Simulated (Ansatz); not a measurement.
# TiO2 (C2/c) in Ansatz: relaxation of cell and atoms with PBE

Aim: the relaxation of cell and atoms of TiO2 with PBE.

Everything below comes from runs of Ansatz 0.2.0. Logs are shortened: lines on timing, memory, paths and dates and some standing lists are left out, and cuts for length are marked.

## 1. The crystal as given

The structure is monoclinic, space group C2/c (No. 15). The conventional cell has a = 5.412 Å, b = 5.413 Å, c = 5.472 Å, α = 90.00°, β = 118.77°, γ = 90.00°. Ti (site symmetry 2) is surrounded by 6 O at 1.93 to 2.00 Å. O (site symmetry 1) has 3 Ti at 1.93 to 2.00 Å as nearest neighbours.

The cell is a database's computed one.

## 2. Relaxation of cell and atoms, PBE

input.yaml

```yaml
crystal:
  lattice:
    - [2.706034, -2.706655, 0.0]
    - [2.706034, 2.706655, 0.0]
    - [-2.633531, 0.0, 4.796637]
  atoms:
    - { symbol: Ti, position: [0.86589, 0.13411, 0.75] }
    - { symbol: Ti, position: [0.13411, 0.86589, 0.25] }
    - { symbol: O, position: [0.088755, 0.331221, 0.167149] }
    - { symbol: O, position: [0.911245, 0.668779, 0.832851] }
    - { symbol: O, position: [0.668779, 0.911245, 0.332851] }
    - { symbol: O, position: [0.331221, 0.088755, 0.667149] }
hamiltonian:
  xc: pbe
  pseudopotentials: { kind: paw }
kpoints:
  mp_grid: { grid: [8, 8, 6] }
scf:
  occupations: { method: fermi_dirac, width: 0.05 }
output:
  forces: true
  stress: true
  eigenvalues: true
relax:
  f_tol: 0.01
  max_steps: 40
  cell: { stress_tol: 0.05 }
```

Potentials or basis: Ansatz PAW.

Launch:

```sh
$ ansatz run input.yaml --threads 2 --pin off --max-ram 5632MiB --backend cpu --events-out ev --progress --plain --runs-dir out
```

What it wrote:

```text
Warning: RAYON_NUM_THREADS=2 ignored (pool sized by the plan → 2); use --threads N
Engine: ansatz 0.2.0, x86_64-unknown-linux-gnu
Pseudopotentials: kind: paw
Pseudopotential: Ti, paw, valence charge 12, recommended cutoff 420 eV (normal), Ti.paw.azcp
Pseudopotential: O, paw, valence charge 6, recommended cutoff 420 eV (normal), O.paw.azcp
Functional definition: PBE
  parameter kappa = 0.804
  parameter beta = 0.06672455060314922
  exchange = pbe_x(kappa = kappa, mu = beta*pi^2/3)
  correlation = pbe_c(beta = beta)
Crystal: 6 atoms, lattice volume = 70.264 Å³
Basis set: ecut = 420 eV, 1363 PW (Γ), exchange–correlation on 54×54×80 points (8 copies of the dense FFT grid, shifted against one another)
Bands: 30, of which v1, the nominal top of the filled ones, is band 24 counted from 1 (23 counted from 0)
Symmetry: 4 space group operations
Space group: C2/c (ITA 15), of the structure as read, at distance tolerance 4.1e-5 Å
k-points: 114 of 384
Non-local potential: Ti, projectors of the file, l = 0: 3, l = 1: 2, l = 2: 3, l = 3: 1
Non-local potential: O, projectors of the file, l = 0: 2, l = 1: 2, l = 2: 1
PAW form: soft (Blöchl's): semilocal exchange-correlation on the pseudo side does not see the compensation charge
PAW one-centre angular grid: Ti, 590 points (default); XC on 64 Gauss nodes
PAW one-centre angular grid: O, 110 points (default); XC on 64 Gauss nodes
Initial density: superposition of atomic densities (neutral atoms: chi_scale 0, normalization atom), corrected by the library's trained network
Initial wavefunctions: pseudopotential atomic-orbital guess
Functional: x = pbe(κ = 0.804, μ = 0.2195149727645171), c = pbe(β = 0.06672455060314922)
SCF iter   1: F=—  HF=-7277.485512 eV  |F-HF|=—  |Δ(HF+E_count)|=         —  Δρ=3.10e-3  dr2=2.04e-3  ethr=1.77e-3  ⟨swp⟩=4.6  Hψ=13853  notcnv=0
preconditioner: auto → Resta (q_TF=auto, 2.560 Å⁻¹)  ε∞=8.0  [insulator: Δε(μ)=2.079 eV  Ē_g=9.443 eV  σ=0.050 eV  W_gap=1.00  n_scr=18 (ndim 8)  ℏωp=25.1 eV  f_vac=0.106  D(μ)=0.00/eV (n_scr^D=0)  ε∞_Penn≈8.0]
SCF iter   2: F=—  HF=-7277.486746 eV  |F-HF|=—  |Δ(HF+E_count)|=   1.23e-3  Δρ=1.66e-3  dr2=5.95e-4  ethr=4.25e-6  ⟨swp⟩=2.1  Hψ=5709  notcnv=0
SCF iter   3: F=—  HF=-7277.487312 eV  |F-HF|=—  |Δ(HF+E_count)|=   5.66e-4  Δρ=8.06e-4  dr2=3.04e-4  ethr=1.24e-6  ⟨swp⟩=2.0  Hψ=5044  notcnv=0
SCF iter   4: F=—  HF=-7277.487390 eV  |F-HF|=—  |Δ(HF+E_count)|=   7.77e-5  Δρ=1.38e-4  dr2=9.96e-6  ethr=6.34e-7  ⟨swp⟩=2.0  Hψ=4460  notcnv=0
SCF iter   5: F=—  HF=-7277.487362 eV  |F-HF|=—  |Δ(HF+E_count)|=   2.84e-5  Δρ=4.22e-5  dr2=9.13e-7  ethr=2.08e-8  ⟨swp⟩=2.4  Hψ=5515  notcnv=0
SCF iter   6: F=-7277.487363 eV  HF=-7277.487363 eV  |F-HF|=1.95e-7  |Δ(HF+E_count)|=   9.01e-7  Δρ=1.23e-5  dr2=7.58e-8  ethr=2.08e-10  ⟨swp⟩=6.5  Hψ=15656  notcnv=0
SCF 1 converged in 6 iterations: F = -7277.487363 eV  dr2 = 7.58e-8
relax step   1: F+E_penalty+E_count = -7277.48736280 eV  Δ(F+E_penalty+E_count) = +0.000e0 eV  max|allowed force component| = 1.228e-1 eV/Å  Δτ_max = 0.0000 Å  P = -1.662 GPa  Ω = 70.264 Å³  (6 SCF iters, dr2 threshold 1.00e-7 eV, accepted)
Crystal: 6 atoms, lattice volume = 70.025 Å³
Basis set: ecut = 420 eV, 1351 PW (Γ), exchange–correlation on 54×54×80 points (8 copies of the dense FFT grid, shifted against one another)
Initial density: handed on by an earlier stage of this run
Initial wavefunctions: those handed on with the density
iter 1 solved again at ethr=2.43e-6 eV; its pass at ethr=3.10e-3 eV (dr2=1.17e-3 eV) is discarded
SCF iter   1: F=—  HF=-7277.495296 eV  |F-HF|=—  |Δ(HF+E_count)|=         —  Δρ=1.53e-3  dr2=1.00e-3  ethr=2.43e-6  ⟨swp⟩=2.2  Hψ=19266  notcnv=0
preconditioner: auto → Resta (q_TF=auto, 2.562 Å⁻¹)  ε∞=8.0  [insulator: Δε(μ)=2.124 eV  Ē_g=9.475 eV  σ=0.050 eV  W_gap=1.00  n_scr=18 (ndim 8)  ℏωp=25.1 eV  f_vac=0.106  D(μ)=0.00/eV (n_scr^D=0)  ε∞_Penn≈8.0]
SCF iter   2: F=—  HF=-7277.495165 eV  |F-HF|=—  |Δ(HF+E_count)|=   1.32e-4  Δρ=7.78e-4  dr2=3.63e-4  ethr=2.08e-6  ⟨swp⟩=2.0  Hψ=5111  notcnv=0
SCF iter   3: F=—  HF=-7277.495098 eV  |F-HF|=—  |Δ(HF+E_count)|=   6.66e-5  Δρ=4.52e-4  dr2=1.20e-4  ethr=7.57e-7  ⟨swp⟩=2.1  Hψ=4486  notcnv=0
SCF iter   4: F=—  HF=-7277.495087 eV  |F-HF|=—  |Δ(HF+E_count)|=   1.11e-5  Δρ=1.04e-4  dr2=9.72e-6  ethr=2.50e-7  ⟨swp⟩=2.0  Hψ=4786  notcnv=0
SCF iter   5: F=—  HF=-7277.495090 eV  |F-HF|=—  |Δ(HF+E_count)|=   2.67e-6  Δρ=3.38e-5  dr2=7.17e-7  ethr=2.03e-8  ⟨swp⟩=2.3  Hψ=5504  notcnv=0
[... 45 lines left out ...]
SCF iter   4: F=—  HF=-7277.499904 eV  |F-HF|=—  |Δ(HF+E_count)|=   3.44e-7  Δρ=2.72e-5  dr2=5.06e-7  ethr=6.32e-9  ⟨swp⟩=2.1  Hψ=4894  notcnv=0
SCF iter   5: F=—  HF=-7277.499904 eV  |F-HF|=—  |Δ(HF+E_count)|=   4.64e-8  Δρ=8.01e-6  dr2=4.78e-8  ethr=1.05e-9  ⟨swp⟩=2.1  Hψ=4412  notcnv=0
SCF iter   6: F=-7277.499904 eV  HF=-7277.499904 eV  |F-HF|=3.12e-9  |Δ(HF+E_count)|=   2.17e-8  Δρ=1.72e-6  dr2=2.42e-9  ethr=7.65e-11  ⟨swp⟩=4.0  Hψ=10980  notcnv=0
SCF 6 converged in 6 iterations: F = -7277.499904 eV  dr2 = 2.42e-9
relax step   6: F+E_penalty+E_count = -7277.49990358 eV  Δ(F+E_penalty+E_count) = -3.889e-5 eV  max|allowed force component| = 3.728e-4 eV/Å  Δτ_max = 0.0033 Å  P = +0.006 GPa  Ω = 69.990 Å³  energy of the carried Pulay correction = -4.654e-5 eV  (6 SCF iters, dr2 threshold 3.67e-8 eV, accepted)
iter 1 solved again at ethr=6.84e-9 eV; its pass at ethr=3.10e-3 eV (dr2=3.28e-6 eV) is discarded
SCF iter   1: F=—  HF=-7277.499869 eV  |F-HF|=—  |Δ(HF+E_count)|=         —  Δρ=8.32e-5  dr2=1.17e-7  ethr=6.84e-9  ⟨swp⟩=3.9  Hψ=24760  notcnv=0
SCF iter   2: F=—  HF=-7277.499973 eV  |F-HF|=—  |Δ(HF+E_count)|=   1.04e-4  Δρ=4.22e-5  dr2=3.20e-8  ethr=2.44e-10  ⟨swp⟩=3.0  Hψ=6437  notcnv=0
SCF iter   3: F=—  HF=-7277.500000 eV  |F-HF|=—  |Δ(HF+E_count)|=   2.70e-5  Δρ=4.44e-6  dr2=2.86e-9  ethr=6.67e-11  ⟨swp⟩=2.0  Hψ=4982  notcnv=0
SCF iter   4: F=—  HF=-7277.500000 eV  |F-HF|=—  |Δ(HF+E_count)|=   2.20e-7  Δρ=1.70e-6  dr2=1.62e-9  ethr=5.95e-12  ⟨swp⟩=2.0  Hψ=5244  notcnv=0
SCF iter   5: F=—  HF=-7277.500000 eV  |F-HF|=—  |Δ(HF+E_count)|=  3.29e-10  Δρ=7.19e-7  dr2=1.55e-10  ethr=3.38e-12  ⟨swp⟩=2.0  Hψ=4417  notcnv=0
SCF iter   6: F=-7277.500000 eV  HF=-7277.500000 eV  |F-HF|=1.82e-11  |Δ(HF+E_count)|=  5.50e-10  Δρ=2.49e-7  dr2=1.27e-11  ethr=1.00e-12  ⟨swp⟩=4.4  Hψ=11378  notcnv=0
SCF 7 converged in 6 iterations: F = -7277.500000 eV  dr2 = 1.27e-11
relax step   7: F+E_penalty+E_count = -7277.50000020 eV  Δ(F+E_penalty+E_count) = -9.662e-5 eV  max|allowed force component| = 3.747e-4 eV/Å  Δτ_max = 0.0000 Å  P = +0.007 GPa  Ω = 69.990 Å³  stress off target by 2.48e-2 GPa  SCF on the basis re-selected at this cell (its energy is not comparable with the rows above)  (6 SCF iters)
basis re-selected at this cell: Δ(F+E_penalty+E_count) = -9.662e-5 eV, ΔP = +0.001 GPa vs the last step (what re-selecting the basis moved, of the pressure what is left beyond the Pulay correction that the steps carried, after the strain that the cell walked since its last selection, with what the two solves' SCF thresholds leave and, on support functions, any second-order correction that the steps lacked; it is no measure of the basis error at this ecutwfc). This SCF's stress stands 2.48e-2 GPa from its target on what of the cell is left free (relax.cell.stress_tol is 5.00e-2 GPa) and its largest allowed force component is 3.75e-4 eV/Å (relax.f_tol is 1.00e-2 eV/Å): within both
SCF converged after 6 iterations
Free energy (F): -7277.500000 eV
Harris-Foulkes:  -7277.500000 eV  (|F-HF|=1.82e-11)
Internal energy: -7277.500000 eV  (E = F + TS)
E sigma→0 (E₀):  -7277.500000 eV
Fermi energy:    8.078382 eV
--- Per-component energies (eV) ---
  E_band       = -471.287236
  E_kinetic    = 1244.861082
  E_local      = -3616.065311  (includes V_loc(G=0)·N_el)
  E_nonlocal   = 196.374680
  E_hartree    = 1401.043245
  E_xc         = -492.100165
  E_vxc        = -623.121093  (∫ρ·V_xc dr)
  E_paw        = -2721.734054  (= ΣΔE_a)
  E_vpaw       = -475.433260  (= ΣTr[D̂ρ^β])
  E_aug_tail   = 0.010154  (compensation charges beyond the density's cutoff)
  E_ewald      = -3289.889632
  E_smearing   = -0.000000  (= −TS)
  E_closure    = -0.000000  (closes the sum)
  Σ components = -7277.500000   (vs F -7277.500000, Δ=0.00e0)
--- Forces (eV/Å), atoms counted from 1 ---
  atom   1  Ti    -0.00000000    -0.00025118    -0.00000000
  atom   2  Ti     0.00000000     0.00025118     0.00000000
  atom   3  O     -0.00010004     0.00037465    -0.00031017
  atom   4  O      0.00010004    -0.00037465     0.00031017
  atom   5  O      0.00010004     0.00037465     0.00031017
  atom   6  O     -0.00010004    -0.00037465    -0.00031017
  max |Σ_I F_I| component: 0.00e0 eV/Å
--- Stress (GPa, compression-positive) ---
        0.002395       0.000000      -0.014081
        0.000000       0.002747      -0.000000
       -0.014081      -0.000000       0.015926
  P = ⅓ Tr σ = 0.0070 GPa (0.070 kbar)
--- Band table (eV; the first three rows and the last of 114) ---
  k-point 0: bands = ["-49.4290", "-49.3773", "-25.8693", "-25.6530", "-25.6530", "-25.5910", "-25.5910", "-25.5143", "-10.5819", "-9.5621", "-9.4891", "-9.1081", "3.0918", "3.1960", "3.1960", "3.5983", "4.9841", "4.9841", "5.0115", "6.1811", "6.1811", "6.1901", "6.5541", "6.5541", "9.0995", "9.7671", "10.9563", "10.9563", "10.9618", "10.9618"]
  k-point 1: bands = ["-49.4256", "-49.3807", "-25.8462", "-25.6591", "-25.6591", "-25.5847", "-25.5847", "-25.5388", "-10.5083", "-9.5946", "-9.5037", "-9.1455", "3.1697", "3.2147", "3.2147", "3.4815", "4.9887", "4.9887", "5.2203", "6.0277", "6.0278", "6.0334", "6.6798", "6.6798", "9.1416", "9.7196", "10.8104", "10.8104", "11.1093", "11.1093"]
  k-point 2: bands = ["-49.4161", "-49.3903", "-25.7826", "-25.6691", "-25.6691", "-25.6052", "-25.5746", "-25.5746", "-10.3079", "-9.7730", "-9.4526", "-9.2408", "3.2534", "3.2534", "3.3053", "3.3561", "4.9991", "4.9991", "5.5213", "5.7666", "5.8240", "5.8240", "6.8219", "6.8219", "9.2585", "9.5919", "10.7143", "10.7143", "11.2100", "11.2100"]
  k-point 113: bands = ["-49.3993", "-49.3993", "-25.8310", "-25.8310", "-25.6986", "-25.6986", "-25.5492", "-25.5492", "-9.2618", "-9.2618", "-8.9553", "-8.9553", "2.6594", "2.6594", "2.8709", "2.8709", "3.3153", "3.3153", "4.4055", "4.4055", "4.9965", "4.9965", "6.9206", "6.9206", "10.2046", "10.2046", "10.6734", "10.6734", "11.7612", "11.7612"]
--- Relaxed structure (5 steps of the walk, 5 accepted, 2 SCFs on fresh bases) ---
  F+E_penalty+E_count = -7277.50000020 eV   max|allowed force component| = 3.747e-4 eV/Å   (the final SCF, on the basis selected at the relaxed cell)
  cell:  # Å, volume = 69.9901 Å³
    - [2.6862106863065827, -2.686276688230681, -0.019570252394391672]
    - [2.6862106863065827, 2.686276688230681, -0.019570252394391672]
    - [-2.6489284730546396, 0.0, 4.869008430645728]
  atoms:
    - { symbol: Ti, position: [0.8748937079636343, 0.125106292036366, 0.7500000000000001] }
    - { symbol: Ti, position: [0.1251062920363661, 0.8748937079636343, 0.25000000000000006] }
    - { symbol: O, position: [0.08163089809655101, 0.3314176468032468, 0.16295027298731243] }
    - { symbol: O, position: [0.9183691019034492, 0.6685823531967534, 0.8370497270126878] }
    - { symbol: O, position: [0.6685823531967536, 0.9183691019034494, 0.33704972701268765] }
    - { symbol: O, position: [0.3314176468032468, 0.08163089809655097, 0.6629502729873124] }
```

Run time: 49 s. Hardware: 2 threads of Intel Xeon at 2.70GHz, shared host; peak memory 0.53 GiB.

Results:

```
Free energy                            : -7277.5000 eV
Relaxed volume                         : 11.67 Å³/atom
Relaxed cell                           : a = 3.799 Å, b = 3.799 Å, c = 5.543 Å, α = 110.03°, β = 110.03°, γ = 90.00°
Space group after relaxing (to 0.05 Å) : I4_1/amd (No. 141)
Energy gained by relaxing              : 2.1 meV/atom
Ionic steps                            : 7
Pressure after relaxing                : 0.0 GPa
Band gap on the k mesh                 : 2.16 eV, indirect (least direct gap 2.44 eV)
```

Step by step:
| step | energy change (eV) | largest force (eV/Å) | volume (Å³) |
| --- | --- | --- | --- |
| 1 | 0.0000 | 0.1281 | 70.26 |
| 2 | -0.0077 | 0.0570 | 70.02 |
| 3 | -0.0110 | 0.0622 | 69.97 |
| 4 | -0.0131 | 0.0033 | 69.98 |
| 5 | -0.0125 | 0.0030 | 69.98 |
| 6 | -0.0125 | 0.0005 | 69.99 |
| 7 | -0.0126 | 0.0005 | 69.99 |

Final structure:
```
Ti O
1.0
     2.68621   -2.68628   -0.01957
     2.68621    2.68628   -0.01957
    -2.64893    0.00000    4.86901
Ti O
2 4
Direct
  0.87489 0.12511 0.75000
  0.12511 0.87489 0.25000
  0.08163 0.33142 0.16295
  0.91837 0.66858 0.83705
  0.66858 0.91837 0.33705
  0.33142 0.08163 0.66295
```

Caveat: the plane-wave basis is chosen anew once the cell has moved, so the energies of steps on either side of that aren't comparable; the pressure holds a Pulay correction of +0.7 GPa for the finite cutoff.
